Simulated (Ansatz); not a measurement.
Crystal: CuO.

```
CELL_PARAMETERS angstrom
0.18960 -2.17229 -2.04314
-2.01972 0.10630 -1.95984
2.38320 2.28584 -4.38944
ATOMIC_POSITIONS crystal
Cu 0.45623 0.53069 0.48541
Cu 0.97428 0.98587 0.02436
O 0.80166 0.74472 0.73928
O 0.26782 0.23873 0.25095
```

The cell comes from a database or a generator and needn't be the stable form of this composition.

Base run:

```yaml
Program: Ansatz 0.2.0
Functional: LDA
Potentials_or_basis: Ansatz PAW
Cutoff: "420 eV (not typed: the program's choice for these potentials)"
k_mesh: 10 × 10 × 5
Occupations: fermi-dirac, width 0.05 eV
Spin: no spin polarisation
Hubbard_terms: Cu d U = 4.5 eV
```

Its results: band gap on the k mesh none (metal or under the smearing width); pressure -16.1 GPa; largest force 1.427 eV/Å.

Question: After a change of settings the same cell gave: band gap on the k mesh none (metal or under the smearing width); pressure -15.5 GPa; largest force 1.426 eV/Å. Which change was it?
A. hubbard terms from Cu d U = 4.5 eV to Cu d U = 5.3 eV
B. functional from LDA to PBE; cutoff from 420 eV (not typed: the program's choice for these potentials) to 350 eV; hubbard terms from Cu d U = 4.5 eV to none; hubbard projectors from ortho-atomic (the default) to none
C. functional from LDA to PBE

Answer: A.

Caveats: the run has no spin polarisation, though such a crystal can be magnetic; U without spin polarisation on a metal has little footing; the PAW data sets come from PBE, with cores solved anew for the run's functional, which leaves a small shift of forces and pressure; forces of over 1 eV/Å show positions far from the minimum, so gaps and moduli don't describe the material at rest.
